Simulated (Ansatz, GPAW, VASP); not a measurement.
**One calculation of Pt, 4 ways**

```xyz
1
Lattice="0.0000 1.9609 1.9609 1.9609 0.0000 1.9609 1.9609 1.9609 0.0000" Properties=species:S:1:pos:R:3 pbc="T T T"
Pt    0.0000    0.0000    0.0000
```

Alike in all runs: task single point; functional PBEsol; k mesh 12 × 12 × 12; occupations gaussian, width 0.02 eV; no spin polarisation; no spin-orbit coupling. Pressure is positive in compression and, in plane waves, holds the error of the finite cutoff, which Ansatz's Pulay term estimates and takes out.

```tsv
program and potentials	plane-wave cutoff (eV)	notes	band gap (eV)	pressure (GPa)
Ansatz, Ansatz PAW	420	potentials made for PBE, which Ansatz adapts in part; 18 valence electrons an atom on average; Pulay term of +0.06 GPa included	no gap	-0.65
Ansatz, all-electron LAPW, scalar-relativistic	-	-	no gap	-0.68
VASP, PBE PAW files Pt, 520 eV	520	potentials made for PBE; 10 valence electrons an atom on average	no gap	-1.06
GPAW, PAW data sets generated for this functional	600	16 valence electrons an atom on average	no gap	-0.98
```

None finds a gap. The pressure spans -1.06 (VASP, PBE PAW files Pt, 520 eV) to -0.65 GPa (Ansatz, Ansatz PAW), with all-electron results at -0.68.

Differences between rows come from potentials, basis sets and numerical settings, since the functional is the same but for its coding. Runs on potential files found faulty are left out.
